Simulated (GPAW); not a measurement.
Crystal: SrO.

```
CELL_PARAMETERS angstrom
0.00000 2.56630 2.56630
2.56630 0.00000 2.56630
2.56630 2.56630 0.00000
ATOMIC_POSITIONS crystal
Sr 0.50000 0.50000 0.50000
O 0.00000 0.00000 0.00000
```

```yaml
Program: GPAW 26.7.0
Task: relaxation of cell and atoms
Functional: LDA
Potentials_or_basis: the program's PAW data sets (release 1.2.1) made for this functional
Cutoff: 800 eV
Basis: pw
k_mesh: 9 × 9 × 9
Occupations: fermi-dirac, width 0.05 eV
Spin: no spin polarisation
```

At the start: pressure -3.2 GPa; volume 16.90 Å³/atom.

Problem. Where does the relaxation end?

Solution. Over 3 steps the energy falls by 5.5 meV/atom and the volume is 16.32 Å³/atom (-3.4 %); space group Fm-3m (No. 225, to 0.05 Å).

Step by step:
```csv
step,energy change (eV),largest force (eV/Å),pressure (GPa),volume (Å³)
1,0.0000,0.0000,-3.24,33.80
2,-0.0043,0.0000,-2.58,33.56
3,-0.0110,0.0000,0.13,32.64
```

Final structure:
```xyz
2
Lattice="0.0000 2.5366 2.5366 2.5366 0.0000 2.5366 2.5366 2.5366 0.0000" Properties=species:S:1:pos:R:3 pbc="T T T"
Sr    2.5366    2.5366    2.5366
O     0.0000    0.0000    0.0000
```

Caveat: later steps reuse the first step's grids.
